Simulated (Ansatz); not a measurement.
# InSe: the cost of one run

Method: DFT LDA, scalar-relativistic, plane waves, PAW, in Ansatz 0.2.0.

2 further runs of the same task are left out: 2 set aside as unsound or not needed. Runs told in other sessions of the task aren't counted.

### Step 1. The system as given

The structure is trigonal, space group R3m (No. 160). Conventional cell: a = 3.973 Å, b = 3.973 Å, c = 24.395 Å, α = 90.00°, β = 90.00°, γ = 120.00°. In (site symmetry 3m) is surrounded by 3 Se at 2.62 Å and 1 In at 2.74 Å. Se (site symmetry 3m) is surrounded by 3 In at 2.62 Å.

Structure file:

```xyz
4
Lattice="1.9866 1.1470 8.1318 -1.9866 1.1470 8.1318 0.0000 -2.2940 8.1318" Properties=species:S:1:pos:R:3 pbc="T T T"
In    0.0000    0.0000    2.7399
In    0.0000    0.0000   -0.0023
Se    0.0000    0.0000   14.9933
Se    0.0000    0.0000   20.2698
```

It goes back to an entry of the Materials Project.

It is the result of an earlier relaxation at this level (volume 27.79 Å³/atom; gap on the mesh: 0.20 eV).

### Step 2. Band edges and mean potential of the bulk

input.yaml

```yaml
crystal:
  lattice:
    - [1.9866388012, 1.1469864467, 8.1318303717]
    - [-1.9866388012, 1.1469864467, 8.1318303717]
    - [0.0, -2.2939728933, 8.1318303717]
  atoms:
    - { symbol: In, position: [0.112312277, 0.112312277, 0.112312277] }
    - { symbol: In, position: [-9.35881e-05, -9.35881e-05, -9.35881e-05] }
    - { symbol: Se, position: [0.6145945977, 0.6145945977, 0.6145945977] }
    - { symbol: Se, position: [0.8308847033, 0.8308847033, 0.8308847033] }
basis:
  ecutwfc: 420
kpoints:
  mp_grid: { grid: [12, 12, 12] }
  band_path: { path: [VBM, CBM], npoints: 2 }
hamiltonian:
  xc: lda
scf:
  occupations: { method: gaussian, width: 0.01 }
output:
  forces: true
  stress: true
  eigenvalues: true
```

Launch:

```bash
> ansatz run input.yaml --threads 8 --pin off --max-ram 20480MiB --backend cpu --events-out ev --progress --plain --runs-dir out
```

**Question.** How long does this run take on 8 threads of Arm Neoverse V2, shared host, and how much memory does it need?

About 12 s, with a peak of 0.84 GiB.
